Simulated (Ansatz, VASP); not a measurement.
**V (V wire along [110], 11 atoms a period): VASP beside Ansatz**

Aim: how closely do two programs agree when they are given the same cell, functional and k mesh? The structure shown is the start of the Ansatz relaxation below; VASP solves that cell, so the two are compared at the walk's first step.

Program: Ansatz 0.2.0. Level of theory: plane waves, with VASP 6.6.1 beside it; single point at PBE. Results are calculated unless marked as measured.

## (1) The starting structure

The cell holds 11 atoms: 11 V. Cell: a = 12.780 Å, b = 11.028 Å, c = 4.228 Å, α = 90.0°, β = 90.0°, γ = 90.0°. Vacuum lies along a and b. The structure's axis is c.

## (2) Ansatz: relaxation, PBE

Ansatz runs on its PAW soft_1 files.

The two programs are compared at the cell with which this relaxation starts, whose forces are those of its first step.

File input.yaml:

```yaml
crystal:
  lattice:
    - [12.78, 0.0, 0.0]
    - [0.0, 11.028, 0.0]
    - [0.0, 0.0, 4.2284985515]
  atoms:
    - { symbol: V, position: [0.266040689, 0.500022604, 0.0] }
    - { symbol: V, position: [0.383020344, 0.30830613, 0.0] }
    - { symbol: V, position: [0.5, 0.500022604, 0.0] }
    - { symbol: V, position: [0.616979656, 0.30830613, 0.0] }
    - { symbol: V, position: [0.733959311, 0.500022604, 0.0] }
    - { symbol: V, position: [0.383020344, 0.500022604, 0.5] }
    - { symbol: V, position: [0.5, 0.30830613, 0.5] }
    - { symbol: V, position: [0.5, 0.691739078, 0.5] }
    - { symbol: V, position: [0.616979656, 0.500022604, 0.5] }
    - { symbol: V, position: [0.383020344, 0.691739078, 0.0] }
    - { symbol: V, position: [0.616979656, 0.691739078, 0.0] }
kpoints:
  mp_grid: { grid: [1, 1, 19] }
scf:
  occupations: { method: fermi_dirac, width: 0.05 }
hamiltonian:
  xc: pbe
  pseudopotentials: { kind: paw, azcp: { folder: soft_1 } }
relax:
  cell: { fix: [a, b, alpha, beta, gamma] }
  max_steps: 45
  f_tol: 0.03
```

Command:

```
$ ansatz run input.yaml --threads 4 --pin off --max-ram 16384MiB --backend cpu --events-out ev --progress --plain --runs-dir out
```

Numbers of over 12 decimals in the logs are rounded to 6 here.

Output:

```text
Engine: ansatz 0.2.0, aarch64-unknown-linux-gnu
Pseudopotentials: kind: paw
Pseudopotential: V, paw, valence charge 13, recommended cutoff 420 eV (normal), soft_1/V.paw.azcp
Functional definition: PBE
  parameter kappa = 0.804
  parameter beta = 0.066725
  exchange = pbe_x(kappa = kappa, mu = beta*pi^2/3)
  correlation = pbe_c(beta = beta)
Crystal: 11 atoms, lattice volume = 595.955 Å³
Basis set: ecut = 420 eV, 11605 PW (Γ), exchange–correlation on 180×150×60 points (8 copies of the dense FFT grid, shifted against one another)
Bands: 86, of which v1, the nominal top of the filled ones, is band 72 counted from 1 (71 counted from 0)
Symmetry: 8 space group operations
Space group: Pmmm (ITA 47), of the structure as read, at distance tolerance 8.4e-5 Å
k-points: 10 of 19
Non-local potential: V, projectors of the file, l = 0: 3, l = 1: 2, l = 2: 3, l = 3: 1
PAW form: soft (Blöchl's): semilocal exchange-correlation on the pseudo side does not see the compensation charge
PAW one-centre angular grid: V, 590 points (default); XC on 64 Gauss nodes
Initial density: superposition of atomic densities (neutral atoms: chi_scale 0, normalization atom)
Initial wavefunctions: pseudopotential atomic-orbital guess
Functional: x = pbe(κ = 0.804, μ = 0.219515), c = pbe(β = 0.066725)
SCF iter   1: F=—  HF=-32040.468532 eV  |F-HF|=—  |Δ(HF+E_count)|=         —  Δρ=7.72e-2  dr2=1.90e2  ethr=3.10e-3  ⟨swp⟩=9.6  Hψ=3910  notcnv=0
preconditioner: auto → LDOS  [metal: Δε(μ)=0.026 eV  Ē_g=3.007 eV  σ=0.050 eV  W_gap=0.13  n_scr=104 (ndim 8)  ℏωp=11.3 eV  f_vac=0.529  D(μ)=11.44/eV (n_scr^D=62)  β→1.0]
SCF iter   2: F=—  HF=-32077.068855 eV  |F-HF|=—  |Δ(HF+E_count)|=    3.66e1  Δρ=1.80e-1  dr2=9.88e2  ethr=3.10e-3  ⟨swp⟩=14.1  Hψ=7633  notcnv=0  defer=2  recentre
SCF iter   3: F=—  HF=-32023.990730 eV  |F-HF|=—  |Δ(HF+E_count)|=    5.31e1  Δρ=3.42e-2  dr2=3.16e1  ethr=3.10e-3  ⟨swp⟩=11.9  Hψ=5857  notcnv=0  defer=1
SCF iter   4: F=—  HF=-32020.767312 eV  |F-HF|=—  |Δ(HF+E_count)|=    3.22e0  Δρ=1.37e-2  dr2=7.35e0  ethr=3.10e-3  ⟨swp⟩=9.2  Hψ=2671  notcnv=0  defer=4
SCF iter   5: F=—  HF=-32020.126370 eV  |F-HF|=—  |Δ(HF+E_count)|=   6.41e-1  Δρ=1.46e-2  dr2=3.42e0  ethr=3.10e-3  ⟨swp⟩=5.3  Hψ=2053  notcnv=0
SCF iter   6: F=—  HF=-32019.861264 eV  |F-HF|=—  |Δ(HF+E_count)|=   2.65e-1  Δρ=4.09e-3  dr2=2.39e-1  ethr=2.39e-3  ⟨swp⟩=4.0  Hψ=1332  notcnv=0
SCF iter   7: F=—  HF=-32019.847507 eV  |F-HF|=—  |Δ(HF+E_count)|=   1.38e-2  Δρ=1.78e-3  dr2=8.57e-2  ethr=1.67e-4  ⟨swp⟩=3.7  Hψ=1402  notcnv=0  defer=1
SCF iter   8: F=—  HF=-32019.839469 eV  |F-HF|=—  |Δ(HF+E_count)|=   8.04e-3  Δρ=6.72e-4  dr2=7.82e-3  ethr=6.00e-5  ⟨swp⟩=2.0  Hψ=1156  notcnv=0
SCF iter   9: F=—  HF=-32019.839780 eV  |F-HF|=—  |Δ(HF+E_count)|=   3.11e-4  Δρ=3.50e-4  dr2=2.71e-3  ethr=5.47e-6  ⟨swp⟩=2.5  Hψ=1199  notcnv=0
SCF iter  10: F=—  HF=-32019.839722 eV  |F-HF|=—  |Δ(HF+E_count)|=   5.76e-5  Δρ=1.38e-4  dr2=1.81e-4  ethr=1.89e-6  ⟨swp⟩=2.0  Hψ=1060  notcnv=0
SCF iter  11: F=—  HF=-32019.839739 eV  |F-HF|=—  |Δ(HF+E_count)|=   1.66e-5  Δρ=6.69e-5  dr2=4.51e-5  ethr=1.27e-7  ⟨swp⟩=2.5  Hψ=1171  notcnv=0
SCF iter  12: F=—  HF=-32019.839517 eV  |F-HF|=—  |Δ(HF+E_count)|=   2.22e-4  Δρ=3.07e-5  dr2=1.00e-5  ethr=3.16e-8  ⟨swp⟩=2.4  Hψ=1137  notcnv=0
SCF iter  13: F=—  HF=-32019.839519 eV  |F-HF|=—  |Δ(HF+E_count)|=   1.38e-6  Δρ=8.81e-6  dr2=7.48e-7  ethr=7.00e-9  ⟨swp⟩=2.3  Hψ=1151  notcnv=0
SCF iter  14: F=—  HF=-32019.839519 eV  |F-HF|=—  |Δ(HF+E_count)|=   2.51e-7  Δρ=3.31e-6  dr2=1.10e-7  ethr=5.23e-10  ⟨swp⟩=3.1  Hψ=1194  notcnv=0
SCF iter  15: F=-32019.839519 eV  HF=-32019.839519 eV  |F-HF|=9.99e-9  |Δ(HF+E_count)|=   3.34e-8  Δρ=1.53e-6  dr2=2.48e-8  ethr=6.99e-11  ⟨swp⟩=6.0  Hψ=2828  notcnv=0
SCF 1 converged in 15 iterations: F = -32019.839519 eV  dr2 = 2.48e-8
  greatest PAW one-centre occupation: 1.000 electrons in one spin orbital (limit 2), on the V atom at site 2 (counted from 0), in its partial waves of l = 0
relax step   1: F+E_penalty+E_count = -32019.83951879 eV  Δ(F+E_penalty+E_count) = +0.000e0 eV  max|allowed force component| = 2.309e0 eV/Å  Δτ_max = 0.0000 Å  P = -5.273 GPa  Ω = 595.955 Å³  fix = [a, b, alpha, beta, gamma]  reactions: a -4.624, b -5.174 GPa  (15 SCF iters, dr2 threshold 1.00e-7 eV, accepted)
[...]
relax step   8: F+E_penalty+E_count = -32022.25104030 eV  Δ(F+E_penalty+E_count) = -3.901e-4 eV  max|allowed force component| = 3.211e-2 eV/Å  Δτ_max = 0.0066 Å  P = -0.003 GPa  Ω = 540.413 Å³  energy of the carried Pulay correction = +9.706e-3 eV  fix = [a, b, alpha, beta, gamma]  reactions: a +0.054, b -0.126 GPa  (8 SCF iters, dr2 threshold 1.59e-7 eV, accepted)
[...]
relax step   9: F+E_penalty+E_count = -32022.25116865 eV  Δ(F+E_penalty+E_count) = -1.284e-4 eV  max|allowed force component| = 2.530e-3 eV/Å  Δτ_max = 0.0023 Å  P = -0.054 GPa  Ω = 540.743 Å³  energy of the carried Pulay correction = +9.645e-3 eV  fix = [a, b, alpha, beta, gamma]  reactions: a +0.006, b -0.168 GPa  (7 SCF iters, dr2 threshold 6.44e-8 eV, accepted)
[...]
relax step  10: F+E_penalty+E_count = -32022.23968833 eV  Δ(F+E_penalty+E_count) = +1.148e-2 eV  max|allowed force component| = 2.774e-3 eV/Å  Δτ_max = 0.0000 Å  P = -0.042 GPa  Ω = 540.743 Å³  fix = [a, b, alpha, beta, gamma]  reactions: a +0.024, b -0.156 GPa  stress off target by 5.63e-3 GPa on what of the cell is left free  SCF on the basis re-selected at this cell (its energy is not comparable with the rows above)  (11 SCF iters)
basis re-selected at this cell: Δ(F+E_penalty+E_count) = +1.148e-2 eV, ΔP = +0.012 GPa vs the last step (what re-selecting the basis moved, of the pressure what is left beyond the Pulay correction that the steps carried, after the strain that the cell walked since its last selection, with what the two solves' SCF thresholds leave and, on support functions, any second-order correction that the steps lacked; it is no measure of the basis error at this ecutwfc). The dense FFT grid was sized anew with the basis: this SCF ran on 90×75×27 points, the steps before it on 90×75×30, so part of this shift can come from that change (see relax.cell in the input reference). [rest of the remark cut]
SCF converged after 11 iterations
Free energy (F): -32022.239688 eV
Harris-Foulkes:  -32022.239688 eV  (|F-HF|=1.09e-11)
Internal energy: -32022.074648 eV  (E = F + TS)
E sigma→0 (E₀):  -32022.157168 eV
Entropy (-TS):   -0.165040 eV (-15.004 meV/atom)
Fermi energy:    2.308563 eV
--- Per-component energies (eV) ---
  E_band       = -3643.574784
  E_kinetic    = 3256.188509
  E_local      = -67510.682943  (includes V_loc(G=0)·N_el)
  E_nonlocal   = 934.397594
  E_hartree    = 31811.686340
  E_xc         = -1253.446184
  E_vxc        = -1584.519230  (∫ρ·V_xc dr)
  E_paw        = -12397.171580  (= ΣΔE_a)
  E_vpaw       = -2362.342839  (= ΣTr[D̂ρ^β])
  E_aug_tail   = 0.011564  (compensation charges beyond the density's cutoff)
  E_ewald      = 13136.942052
  E_smearing   = -0.165040  (= −TS)
  E_closure    = -0.000000  (closes the sum)
  Σ components = -32022.239688   (vs F -32022.239688, Δ=0.00e0)
--- Forces (eV/Å), atoms counted from 1 ---
  atom   1  V     -0.00277426     0.00000000     0.00000000
  atom   2  V     -0.00126527    -0.00141334     0.00000000
  atom   3  V      0.00000000     0.00000000     0.00000000
  atom   4  V      0.00126527    -0.00141334     0.00000000
  atom   5  V      0.00277426     0.00000000     0.00000000
  atom   6  V      0.00136749     0.00000000     0.00000000
  atom   7  V      0.00000000    -0.00257608     0.00000000
  atom   8  V      0.00000000     0.00257608     0.00000000
  atom   9  V     -0.00136749     0.00000000     0.00000000
  atom  10  V     -0.00126527     0.00141334     0.00000000
  atom  11  V      0.00126527     0.00141334     0.00000000
  max |Σ_I F_I| component: 1.08e-18 eV/Å
--- Stress (GPa, compression-positive) ---
        0.023832       0.000000       0.000000
        0.000000      -0.156372       0.000000
        0.000000       0.000000       0.005625
  P = ⅓ Tr σ = -0.0423 GPa (-0.423 kbar)
--- Relaxed structure (9 steps of the walk, 9 accepted, 1 SCFs on fresh bases) ---
  F+E_penalty+E_count = -32022.23968833 eV   max|allowed force component| = 2.774e-3 eV/Å   (the final SCF, on the basis selected at the relaxed cell)
  cell:  # Å, volume = 540.7431 Å³
    - [12.78, 0.0, 0.0]
    - [0.0, 11.028, 0.0]
    - [0.0, 0.0, 3.836749]
  atoms:
    - { symbol: V, position: [0.276110, 0.500022604, 0.0] }
    - { symbol: V, position: [0.378449, 0.327924, 0.0] }
    - { symbol: V, position: [0.5, 0.500022604, 0.0] }
    - { symbol: V, position: [0.621551, 0.327924, 0.0] }
    - { symbol: V, position: [0.723890, 0.500022604, 0.0] }
    - { symbol: V, position: [0.384294, 0.500022604, 0.500000] }
    - { symbol: V, position: [0.5, 0.304252, 0.500000] }
    - { symbol: V, position: [0.5, 0.695793, 0.500000] }
    - { symbol: V, position: [0.615706, 0.500022604, 0.500000] }
    - { symbol: V, position: [0.378449, 0.672121, 0.0] }
    - { symbol: V, position: [0.621551, 0.672121, 0.0] }
```

In the SCF lines HF is the Harris–Foulkes energy and dr2 the Hartree energy of the density residual, in eV; the loop may stop once dr2 is under the threshold and the program's other checks hold. Hψ counts applications of the Hamiltonian.

## (3) VASP: single point, PBE, start cell

The same cell, functional, mesh and smearing now go to VASP, with its own data sets.

Lines of VASP's logs that name or quote its potential files are left out, and so is its time.

File INCAR:

```
SYSTEM = V
PREC = Accurate
ENCUT = 400
EDIFF = 1E-06
NELM = 120
ISMEAR = -1
SIGMA = 0.05
LREAL = .FALSE.
ALGO = Normal
GGA = PE
NBANDS = 88
LASPH = .TRUE.
LORBIT = 11
LWAVE = .FALSE.
LCHARG = .FALSE.
ISIF = 2
GGA_COMPAT = .FALSE.
KPAR = 2
```

File POSCAR:

```
V
1.0
   12.7800000000      0.0000000000      0.0000000000
    0.0000000000     11.0280000000      0.0000000000
    0.0000000000      0.0000000000      4.2284990000
V
11
Direct
    0.2660406886      0.5000225789      0.0000000000
    0.3830203443      0.3083061299      0.0000000000
    0.5000000000      0.5000225789      0.0000000000
    0.6169796557      0.3083061299      0.0000000000
    0.7339593114      0.5000225789      0.0000000000
    0.3830203443      0.5000225789      0.4999998818
    0.5000000000      0.3083061299      0.4999998818
    0.5000000000      0.6917391186      0.4999998818
    0.6169796557      0.5000225789      0.4999998818
    0.3830203443      0.6917391186      0.0000000000
    0.6169796557      0.6917391186      0.0000000000
```

File KPOINTS:

```
Automatic mesh
0
Gamma
1 1 19
0 0 0
```

PAW data sets: V_sv (PBE family, release 64).

Command:

```
$ mpirun -np 2 vasp_std
```

Output:

```text
[banner, memory and clock lines left out]
running    2 mpi-ranks, on    1 nodes
 distrk:  each k-point on    1 cores,    2 groups
 distr:  one band on    1 cores,    1 groups

 POSCAR found type information on POSCAR V
 POSCAR found :  1 types and      11 ions
 LDA part: xc-table for (Slater+PW92), standard interpolation
 POSCAR, INCAR and KPOINTS ok, starting setup
 FFT: planning ... GRIDC
 FFT: planning ... GRID_SOFT
 FFT: planning ... GRID
 WAVECAR not read
 entering main loop
       N       E                     dE             d eps       ncg     rms          rms(c)
DAV:   1     0.139094855057E+04    0.13909E+04   -0.83331E+04  2584   0.120E+03
DAV:   2    -0.355722413337E+02   -0.14265E+04   -0.13970E+04  1808   0.444E+02
DAV:   3    -0.101970755783E+03   -0.66399E+02   -0.63479E+02  2448   0.896E+01
DAV:   4    -0.104775783030E+03   -0.28050E+01   -0.27175E+01  2360   0.151E+01
DAV:   5    -0.104887402506E+03   -0.11162E+00   -0.11041E+00  2440   0.248E+00    0.474E+01
DAV:   6    -0.150695316651E+03   -0.45808E+02   -0.68632E+02  2448   0.871E+01    0.745E+01
DAV:   7    -0.100902119975E+03    0.49793E+02   -0.67912E+02  2592   0.703E+01    0.458E+01
DAV:   8    -0.934739863283E+02    0.74281E+01   -0.27528E+02  2408   0.491E+01    0.287E+01
DAV:   9    -0.843436289214E+02    0.91304E+01   -0.66832E+01  2440   0.237E+01    0.139E+01
DAV:  10    -0.837737402012E+02    0.56989E+00   -0.12397E+01  2392   0.119E+01    0.125E+01
DAV:  11    -0.832684335657E+02    0.50531E+00   -0.78201E-01  2296   0.359E+00    0.952E+00
DAV:  12    -0.827523619398E+02    0.51607E+00   -0.35049E+00  2400   0.782E+00    0.661E+00
DAV:  13    -0.823199254267E+02    0.43244E+00   -0.24986E+00  2408   0.675E+00    0.229E+00
DAV:  14    -0.822911129195E+02    0.28813E-01   -0.28189E-01  2392   0.275E+00    0.138E+00
[...]
DAV:  19    -0.822859783266E+02   -0.32297E-02   -0.79219E-03  2264   0.436E-01    0.190E-01
DAV:  20    -0.822882037826E+02   -0.22255E-02   -0.20192E-03  2288   0.239E-01    0.710E-02
DAV:  21    -0.822890700975E+02   -0.86631E-03   -0.19633E-04  2104   0.605E-02    0.593E-02
DAV:  22    -0.822898475090E+02   -0.77741E-03   -0.58133E-04  2272   0.110E-01    0.468E-02
DAV:  23    -0.822898632328E+02   -0.15724E-04   -0.13211E-04  2280   0.620E-02    0.116E-02
DAV:  24    -0.822898860112E+02   -0.22778E-04   -0.15067E-05  1888   0.121E-02    0.116E-02
DAV:  25    -0.822898904856E+02   -0.44744E-05   -0.97248E-06  1848   0.156E-02    0.674E-03
DAV:  26    -0.822898898477E+02    0.63795E-06   -0.17334E-06  1600   0.659E-03
   1 F= -.82289890E+02 E0= -.82192064E+02  d E =-.195652E+00
```

(Part 1 of 2 ends here.)

[Lines on the potential files, build, host, timing and source positions are cut from VASP's logs without a mark.]

[Logs are printed without paths, hosts, clocks, repeated set-up lines and the standing remarks that a program may print on its own settings, such as how far it seeks lower states.]

[Hosts, paths, dates, database ids (printed as entryN), source tags and the programs' standing remarks are cut or masked in the printed files.]
